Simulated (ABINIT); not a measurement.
Wanted: the native input for an ABINIT 10.8.3 (patched build) run.

* Task: equation of state
* Functional: BP86
* Dispersion: D3
* Potentials or basis: JTH PAW PBE v2.0
* Cutoff: 544 eV
* k mesh: 10 × 10 × 10
* Occupations: fermi-dirac, width 0.05 eV
* Spin: no spin polarisation
* Fine-grid cutoff: 1088.46 eV
* Exchange and correlation inside the PAW spheres: full angular mesh (pawxcdev 0, this build's default; the released program takes 1)

Crystal: BP.

```
CELL_PARAMETERS angstrom
0.00000 2.26900 2.26900
2.26900 0.00000 2.26900
2.26900 2.26900 0.00000
ATOMIC_POSITIONS crystal
P 0.75000 0.75000 0.75000
B 0.00000 0.00000 0.00000
```

These files were run (other wordings do the same):

run.abi

```
ndtset 7
getwfk -1
scalecart1 3*0.9795861087
scalecart2 3*0.9864848297
scalecart3 3*0.9932883884
scalecart4 3*1.0000000000
scalecart5 3*1.0066227096
scalecart6 3*1.0131594038
scalecart7 3*1.0196128224

pp_dirpath "./"
pseudos "P.GGA_PBE-JTH.xml, B.GGA_PBE-JTH.xml"

acell 3*1.0
rprim
     0.0000000000     4.2877885768     4.2877885768
     4.2877885768     0.0000000000     4.2877885768
     4.2877885768     4.2877885768     0.0000000000
ntypat 2
znucl 15 5
natom 2
typat 1 2
xred
     0.7500000000     0.7500000000     0.7500000000
     0.0000000000     0.0000000000     0.0000000000

ecut 20.0
pawecutdg 40.0

kptopt 1
ngkpt 10 10 10
nshiftk 1
shiftk 0.0 0.0 0.0

ixc -106132
vdw_xc 6

nband 8
occopt 3
tsmear 0.05 eV

nstep 100
tolvrs 1.0e-9

iomode 3
prtwf 1
prtden 0
prteig 0
prtebands 0
```

Potentials or basis: JTH PAW PBE v2.0.

The run is started by

```console
$ abinit run.abi > log 2>&1
```

Results of the run:

```
Equilibrium volume                      : 11.59 Å³/atom
Bulk modulus                            : 166 GPa
Pressure derivative of the bulk modulus : 4.0
```

Caveat: pressures at fixed basis lie under the slope of the energies; the PAW data sets were made with another functional, which shifts forces and pressure a little.

Run time: 52 s on 1 thread of Arm Neoverse V2, with other jobs on the host, peak memory 0.12 GiB.
